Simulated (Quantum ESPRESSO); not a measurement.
# ZrC (P6_3/mmc) in Quantum ESPRESSO: further runs, part 2 of 2

Quantum ESPRESSO 7.5. The steps go on from the part before.

## (3) Single point, LDA, 12.38 Å³/atom

pw.in

```
&CONTROL
  calculation = 'scf'
  prefix = 'pwscf'
  outdir = './tmp'
  pseudo_dir = './pseudo'
  tprnfor = .true.
  tstress = .true.
  disk_io = 'nowf'
/
&SYSTEM
  ibrav = 0
  nat = 4
  ntyp = 2
  ecutwfc = 45
  ecutrho = 360
  nbnd = 24
  occupations = 'smearing'
  smearing = 'fd'
  degauss = 0.00367493
/
&ELECTRONS
  conv_thr = 8d-10
  electron_maxstep = 120
  mixing_beta = 0.5
/
ATOMIC_SPECIES
Zr    91.2240 zr_lda_v1.uspp.F.UPF
C     12.0110 c_lda_v1.2.uspp.F.UPF
CELL_PARAMETERS angstrom
   3.3222430439    0.0000000000    0.0000000000
  -1.6611215219    2.8771468735    0.0000000000
   0.0000000000    0.0000000000    5.1820624332
ATOMIC_POSITIONS crystal
Zr     0.6666666667    0.3333333333    0.7500000000
Zr     0.3333333333    0.6666666667    0.2500000000
C      0.0000000000    0.0000000000    0.5000000000
C      0.0000000000    0.0000000000    0.0000000000
K_POINTS automatic
9 9 5 0 0 0
```

Potentials or basis: GBRV 1.5 LDA.

Started as:

```
OMP_NUM_THREADS=1 mpirun -n 2 pw.x -nk 2 -in pw.in > pw.out
```

pw.out:

```text
This program is part of the open-source Quantum ESPRESSO suite
     for quantum simulation of materials; please cite
[... 6 lines left out ...]
     using ibrav=0 with symmetry is DISCOURAGED, use correct ibrav instead

     K-points division:     npool     =       2
     Subspace diagonalization in iterative solution of the eigenvalue problem:
     a serial algorithm will be used

     G-vector sticks info
     --------------------
     sticks:   dense  smooth     PW     G-vecs:    dense   smooth      PW
     Sum         967     499    151                38501    13631    2321

     Using Slab Decomposition

     bravais-lattice index     =            0
     lattice parameter (alat)  =       6.2781  a.u.
     unit-cell volume          =     334.2664 (a.u.)^3
     number of atoms/cell      =            4
     number of atomic types    =            2
     number of electrons       =        32.00
     number of Kohn-Sham states=           24
     kinetic-energy cutoff     =      45.0000  Ry
     charge density cutoff     =     360.0000  Ry
     scf convergence threshold =      8.0E-10
     mixing beta               =       0.5000
     number of iterations used =            8  plain     mixing
     Exchange-correlation= SLA  PZ   NOGX NOGC
                           (   1   1   0   0   0   0   0)

     celldm(1)=   6.278129  celldm(2)=   0.000000  celldm(3)=   0.000000
     celldm(4)=   0.000000  celldm(5)=   0.000000  celldm(6)=   0.000000

     crystal axes: (cart. coord. in units of alat)
               a(1) = (   1.000000   0.000000   0.000000 )
               a(2) = (  -0.500000   0.866025   0.000000 )
               a(3) = (   0.000000   0.000000   1.559808 )

     reciprocal axes: (cart. coord. in units 2 pi/alat)
               b(1) = (  1.000000  0.577350 -0.000000 )
               b(2) = (  0.000000  1.154701  0.000000 )
               b(3) = (  0.000000 -0.000000  0.641104 )

     PseudoPot. # 1 for Zr read from file:
     zr_lda_v1.uspp.F.UPF
     Pseudo is Ultrasoft + core correction, Zval = 12.0
     Generated by new atomic code, or converted to UPF format
     Using radial grid of  887 points,  6 beta functions with:
                l(1) =   0
                l(2) =   0
                l(3) =   1
                l(4) =   1
                l(5) =   2
                l(6) =   2
     Q(r) pseudized with  6 coefficients,  rinner =    1.200   1.200   1.200
                                                       1.200   1.200

     PseudoPot. # 2 for C  read from file:
     c_lda_v1.2.uspp.F.UPF
     Pseudo is Ultrasoft + core correction, Zval =  4.0
     Generated by new atomic code, or converted to UPF format
     Using radial grid of  721 points,  4 beta functions with:
                l(1) =   0
                l(2) =   0
                l(3) =   1
                l(4) =   1
     Q(r) pseudized with  8 coefficients,  rinner =    1.100   1.100   1.100

     atomic species   valence    mass     pseudopotential
     Zr               12.00    91.22400     Zr( 1.00)
     C                 4.00    12.01100     C ( 1.00)

     24 Sym. Ops., with inversion, found (12 have fractional translation)

   Cartesian axes

     site n.     atom                  positions (alat units)
         1        Zr     tau(   1) = (   0.5000000   0.2886751   1.1698563  )
         2        Zr     tau(   2) = (  -0.0000000   0.5773503   0.3899521  )
         3        C      tau(   3) = (   0.0000000   0.0000000   0.7799042  )
         4        C      tau(   4) = (   0.0000000   0.0000000   0.0000000  )

     number of k points=    36  Fermi-Dirac smearing, width (Ry)=  0.0037
                       cart. coord. in units 2pi/alat
        k(    1) = (   0.0000000   0.0000000   0.0000000), wk =   0.0049383
        k(    2) = (   0.0000000   0.0000000   0.1282209), wk =   0.0098765
        k(    3) = (   0.0000000   0.0000000   0.2564418), wk =   0.0098765
        k(    4) = (   0.0000000   0.1283001   0.0000000), wk =   0.0296296
        k(    5) = (   0.0000000   0.1283001   0.1282209), wk =   0.0592593
        k(    6) = (   0.0000000   0.1283001   0.2564418), wk =   0.0592593
[... 28 lines left out ...]
        k(   35) = (   0.3333333   0.5773503   0.1282209), wk =   0.0197531
        k(   36) = (   0.3333333   0.5773503   0.2564418), wk =   0.0197531

     Dense  grid:    38501 G-vectors     FFT dimensions: (  40,  40,  60)

     Smooth grid:    13631 G-vectors     FFT dimensions: (  27,  27,  48)

     Initial potential from superposition of free atoms

     starting charge      31.9964, renormalised to      32.0000

     negative rho (up, down):  1.179E-01 0.000E+00
     Starting wfcs are   34 randomized atomic wfcs

     Self-consistent Calculation

     iteration #  1     ecut=    45.00 Ry     beta= 0.50
     Davidson diagonalization with overlap
     ethr =  1.00E-02,  avg # of iterations =  2.0

     negative rho (up, down):  1.210E-01 0.000E+00

     total energy              =    -221.37695333 Ry
     estimated scf accuracy    <       1.21288527 Ry

     iteration #  2     ecut=    45.00 Ry     beta= 0.50
     Davidson diagonalization with overlap
     ethr =  3.79E-03,  avg # of iterations =  2.8

     negative rho (up, down):  1.216E-01 0.000E+00

     total energy              =    -221.77920364 Ry
     estimated scf accuracy    <       0.71263010 Ry

     iteration #  3     ecut=    45.00 Ry     beta= 0.50
     Davidson diagonalization with overlap
     ethr =  2.23E-03,  avg # of iterations =  1.9

     negative rho (up, down):  1.229E-01 0.000E+00

     total energy              =    -221.86877993 Ry
     estimated scf accuracy    <       0.01579789 Ry

     iteration #  4     ecut=    45.00 Ry     beta= 0.50
     Davidson diagonalization with overlap
     ethr =  4.94E-05,  avg # of iterations =  4.5
[... 37 lines left out ...]
     negative rho (up, down):  1.235E-01 0.000E+00

     total energy              =    -221.87650174 Ry
     estimated scf accuracy    <       0.00000068 Ry

     iteration #  9     ecut=    45.00 Ry     beta= 0.50
     Davidson diagonalization with overlap
     ethr =  1.70E-09,  avg # of iterations =  2.0

     negative rho (up, down):  1.235E-01 0.000E+00

     total energy              =    -221.87650178 Ry
     estimated scf accuracy    <       0.00000005 Ry

     iteration # 10     ecut=    45.00 Ry     beta= 0.50
     Davidson diagonalization with overlap
     ethr =  1.52E-10,  avg # of iterations =  2.6

     negative rho (up, down):  1.235E-01 0.000E+00

     End of self-consistent calculation

          k = 0.0000 0.0000 0.0000 (  1701 PWs)   bands (ev):

   -32.1539 -32.0028 -10.9155 -10.0388 -10.0388  -9.9200  -9.9200  -9.8124
     3.9687   8.0672   9.6817  12.8689  12.8689  14.6637  14.6637  16.7821
    17.1058  17.1058  17.5550  17.5550  18.2796  19.1891  20.6253  23.7381

          k = 0.0000 0.0000 0.1282 (  1731 PWs)   bands (ev):

   -32.1397 -32.0174 -10.8187 -10.0275 -10.0275  -9.9314  -9.9314  -9.9277
     4.2313   7.2277  10.6280  12.9000  12.9000  14.1854  14.1854  15.7302
    17.8837  17.8837  17.9696  17.9696  18.8131  19.4221  20.9317  23.1346

          k = 0.0000 0.0000 0.2564 (  1695 PWs)   bands (ev):

   -32.1023 -32.0556 -10.5577 -10.2183  -9.9978  -9.9978  -9.9611  -9.9611
     4.9600   6.0161  12.2008  13.0746  13.0746  13.5079  13.5079  13.9587
    19.0188  19.0188  19.2484  19.2484  19.7489  19.9432  21.0833  21.4769

          k = 0.0000 0.1283 0.0000 (  1721 PWs)   bands (ev):

   -32.1415 -31.9984 -10.8721 -10.1301 -10.0734 -10.0023  -9.9217  -9.8276
     4.2052   7.8813   9.9445  12.4475  13.0838  14.1984  14.3311  16.1840
    17.1680  17.2578  17.4003  18.1847  19.3502  20.2856  21.2062  23.2821

          k = 0.0000 0.1283 0.1282 (  1719 PWs)   bands (ev):

   -32.1280 -32.0122 -10.7861 -10.1150 -10.0590 -10.0520  -9.9363  -9.8936
     4.4444   7.1838  10.7539  12.5424  13.0893  13.9706  13.9760  15.5863
    16.8424  17.6338  18.4941  18.8611  19.3405  20.4722  21.3168  22.1684
[... 165 lines left out ...]
   -32.0064 -31.9957 -10.7366 -10.6869 -10.4329 -10.3380 -10.0306  -9.9714
     6.2454   6.3557  11.3418  11.6565  12.8472  13.7452  14.0353  14.2495
    16.8424  17.6971  19.5023  20.0698  21.7634  21.9332  22.8421  23.1332

          k = 0.3333 0.5774 0.0000 (  1719 PWs)   bands (ev):

   -31.9969 -31.9969 -10.7339 -10.4123 -10.4123 -10.2952 -10.2244 -10.2244
     6.2677   6.4453  11.8748  12.4626  12.4626  12.5729  12.5729  16.4023
    16.9149  16.9149  20.4050  20.4050  21.1680  21.5999  23.8225  23.8225

          k = 0.3333 0.5774 0.1282 (  1713 PWs)   bands (ev):

   -31.9968 -31.9968 -10.6940 -10.5280 -10.5280 -10.3392 -10.1029 -10.1029
     6.2921   6.4393  11.7220  11.7220  12.1492  13.4124  13.4124  15.6451
    17.1112  17.1112  19.9422  19.9422  21.7486  21.8274  23.6022  23.6022

          k = 0.3333 0.5774 0.2564 (  1689 PWs)   bands (ev):

   -31.9968 -31.9968 -10.6333 -10.6333 -10.5876 -10.4522  -9.9880  -9.9880
     6.3509   6.4092  11.2661  11.2661  12.9622  14.0436  14.0436  14.2264
    17.5499  17.5499  19.1661  19.1661  22.4382  22.6178  23.0894  23.0895

     the Fermi energy is    15.8072 ev

!    total energy              =    -221.87650179 Ry
     estimated scf accuracy    <          2.5E-10 Ry
     smearing contrib. (-TS)   =      -0.00047711 Ry
     internal energy E=F+TS    =    -221.87602468 Ry

     The total energy is F=E-TS. E is the sum of the following terms:
     one-electron contribution =     -11.84079739 Ry
     hartree contribution      =      24.31141440 Ry
     xc contribution           =     -42.84362571 Ry
     ewald contribution        =    -191.50301598 Ry

     convergence has been achieved in  10 iterations

     negative rho (up, down):  1.235E-01 0.000E+00

     Forces acting on atoms (cartesian axes, Ry/au):

     atom    1 type  1   force =    -0.00000000   -0.00000000    0.00000000
     atom    2 type  1   force =     0.00000000    0.00000000    0.00000000
     atom    3 type  2   force =     0.00000000    0.00000000    0.00000000
     atom    4 type  2   force =     0.00000000   -0.00000000    0.00000000

     Total force =     0.000000     Total SCF correction =     0.000000

     Computing stress (Cartesian axis) and pressure

     negative rho (up, down):  1.235E-01 0.000E+00
          total   stress  (Ry/bohr**3)                   (kbar)     P=       20.25
   0.00010118  -0.00000000   0.00000000           14.88       -0.00        0.00
  -0.00000000   0.00010118   0.00000000           -0.00       14.88        0.00
   0.00000000   0.00000000   0.00021053            0.00        0.00       30.97

=------------------------------------------------------------------------------=
   JOB DONE.
=------------------------------------------------------------------------------=
```

Run time: 13 s. Hardware: 2 MPI ranks of Arm Neoverse V2, shared host; peak memory 0.28 GiB.

What came out:

```
Free energy            : -3018.7836 eV
Pressure               : 2.0 GPa
Band gap on the k mesh : none (metal or under the smearing width)
```

## (4) Single point, LDA, 12.65 Å³/atom

Changes to pw.in since step 3:

```diff
@@ -29,5 +29,5 @@
 CELL_PARAMETERS angstrom
-   3.3222430439    0.0000000000    0.0000000000
-  -1.6611215219    2.8771468735    0.0000000000
-   0.0000000000    0.0000000000    5.1820624332
+   3.3456398925    0.0000000000    0.0000000000
+  -1.6728199463    2.8974091388    0.0000000000
+   0.0000000000    0.0000000000    5.2185570330
 ATOMIC_POSITIONS crystal
```

Started as:

```
OMP_NUM_THREADS=1 mpirun -n 2 pw.x -nk 2 -in pw.in > pw.out
```

Run time: 14 s. Hardware: 2 MPI ranks of Arm Neoverse V2, shared host; peak memory 0.28 GiB.

It converged, with:

```
Free energy            : -3018.7807 eV
Pressure               : -3.1 GPa
Band gap on the k mesh : none (metal or under the smearing width)
```

## (5) Single point, LDA, 12.91 Å³/atom

Changes to pw.in since step 4:

```diff
@@ -29,5 +29,5 @@
 CELL_PARAMETERS angstrom
-   3.3456398925    0.0000000000    0.0000000000
-  -1.6728199463    2.8974091388    0.0000000000
-   0.0000000000    0.0000000000    5.2185570330
+   3.3687140002    0.0000000000    0.0000000000
+  -1.6843570001    2.9173919023    0.0000000000
+   0.0000000000    0.0000000000    5.2545482188
 ATOMIC_POSITIONS crystal
```

Started as:

```
OMP_NUM_THREADS=1 mpirun -n 2 pw.x -nk 2 -in pw.in > pw.out
```

Run time: 14 s. Hardware: 2 MPI ranks of Arm Neoverse V2, shared host; peak memory 0.28 GiB.

The run converged. Its results:

```
Free energy            : -3018.7458 eV
Pressure               : -7.6 GPa
Band gap on the k mesh : none (metal or under the smearing width)
```

## (6) Single point, LDA, 13.17 Å³/atom

Changes to pw.in since step 5:

```diff
@@ -29,5 +29,5 @@
 CELL_PARAMETERS angstrom
-   3.3687140002    0.0000000000    0.0000000000
-  -1.6843570001    2.9173919023    0.0000000000
-   0.0000000000    0.0000000000    5.2545482188
+   3.3914762718    0.0000000000    0.0000000000
+  -1.6957381359    2.9371046077    0.0000000000
+   0.0000000000    0.0000000000    5.2900530000
 ATOMIC_POSITIONS crystal
```

Potentials or basis: GBRV 1.5 LDA.

Started as:

```
OMP_NUM_THREADS=1 mpirun -n 2 pw.x -nk 2 -in pw.in > pw.out
```

Run time: 14 s. Hardware: 2 MPI ranks of Arm Neoverse V2, shared host; peak memory 0.28 GiB.

It converged, with:

```yaml
Free_energy: -3018.6826 eV
Pressure: -11.7 GPa
Band_gap_on_the_k_mesh: none (metal or under the smearing width)
```

## (7) Single point, LDA, 13.44 Å³/atom

Changes to pw.in since step 6:

```diff
@@ -29,5 +29,5 @@
 CELL_PARAMETERS angstrom
-   3.3914762718    0.0000000000    0.0000000000
-  -1.6957381359    2.9371046077    0.0000000000
-   0.0000000000    0.0000000000    5.2900530000
+   3.4139370341    0.0000000000    0.0000000000
+  -1.7069685171    2.9565561985    0.0000000000
+   0.0000000000    0.0000000000    5.3250874846
 ATOMIC_POSITIONS crystal
```

Started as:

```
OMP_NUM_THREADS=1 mpirun -n 2 pw.x -nk 2 -in pw.in > pw.out
```

Run time: 15 s. Hardware: 2 MPI ranks of Arm Neoverse V2, shared host; peak memory 0.3 GiB.

It converged, with:

```yaml
Free_energy: -3018.5936 eV
Pressure: -15.4 GPa
Band_gap_on_the_k_mesh: none (metal or under the smearing width)
```

## (8) Single point, LDA, 13.70 Å³/atom

Changes to pw.in since step 7:

```diff
@@ -29,5 +29,5 @@
 CELL_PARAMETERS angstrom
-   3.4139370341    0.0000000000    0.0000000000
-  -1.7069685171    2.9565561985    0.0000000000
-   0.0000000000    0.0000000000    5.3250874846
+   3.4361060776    0.0000000000    0.0000000000
+  -1.7180530388    2.9757551533    0.0000000000
+   0.0000000000    0.0000000000    5.3596669437
 ATOMIC_POSITIONS crystal
```

Started as:

```
OMP_NUM_THREADS=1 mpirun -n 2 pw.x -nk 2 -in pw.in > pw.out
```

Run time: 14 s. Hardware: 2 MPI ranks of Arm Neoverse V2, shared host; peak memory 0.3 GiB.

Results (log left out):

- Free energy: -3018.4815 eV
- Pressure: -18.8 GPa
- Band gap on the k mesh: none (metal or under the smearing width)

## (9) Single point, LDA, 13.96 Å³/atom

Changes to pw.in since step 8:

```diff
@@ -29,5 +29,5 @@
 CELL_PARAMETERS angstrom
-   3.4361060776    0.0000000000    0.0000000000
-  -1.7180530388    2.9757551533    0.0000000000
-   0.0000000000    0.0000000000    5.3596669437
+   3.4579926937    0.0000000000    0.0000000000
+  -1.7289963468    2.9947095188    0.0000000000
+   0.0000000000    0.0000000000    5.3938058701
 ATOMIC_POSITIONS crystal
```

Potentials or basis: GBRV 1.5 LDA.

Started as:

```
OMP_NUM_THREADS=1 mpirun -n 2 pw.x -nk 2 -in pw.in > pw.out
```

It took 15 s on 2 MPI ranks of Arm Neoverse V2, shared host; peak memory 0.3 GiB.

The run converged. Its results:

```
Free energy            : -3018.3489 eV
Pressure               : -21.7 GPa
Band gap on the k mesh : none (metal or under the smearing width)
```

## (10) Equation of state, LDA

No new run: the results of the series are fitted here.

Results:

```yaml
Equilibrium_volume: 12.49 Å³/atom
Bulk_modulus_at_fixed_shape_and_positions: 244 GPa
Pressure_derivative_of_the_bulk_modulus: 4.1
```

Energy against volume, from the lowest point:
```csv
volume (Å³/atom),energy (meV/atom)
12.383,0.00
12.647,0.74
12.910,9.45
13.174,25.26
13.437,47.51
13.701,75.51
13.964,108.67
```

Caveat: the cell was scaled at fixed shape and fractional positions, which overstates the stiffness of a crystal with free parameters, most of all of layers and chains.

## (11) The reference run

An earlier run on the cell as given: functional PBEsol; potentials or basis GBRV 1.5 PBEsol; cutoff 612 eV; density cutoff 4898 eV; k mesh 9 × 9 × 5; occupations fermi-dirac, width 0.05 eV; no spin polarisation.

- Pressure: -7.9 GPa
- Band gap on the k mesh: none (metal or under the smearing width)

## (12) Overview

| task | level | potentials or basis | form of the LDA correlation | gap on the mesh (eV) | pressure (GPa) |
| --- | --- | --- | --- | --- | --- |
| band structure | PBEsol | GBRV 1.5 PBEsol | - | none | -7.9 |
| equation of state | LDA | GBRV 1.5 LDA | PZ81 | - | - |
| single point | PBEsol | GBRV 1.5 PBEsol | - | none | -7.9 |

Alike in all rows: no spin polarisation; cell as given; k mesh 9 × 9 × 5; cutoff (eV) 612; smearing fermi-dirac 0.05 eV.

Caveats: the cell was scaled at fixed shape and fractional positions, which overstates the stiffness of a crystal with free parameters, most of all of layers and chains (some runs).

Absolute energies hang on the potentials; compare differences alone.
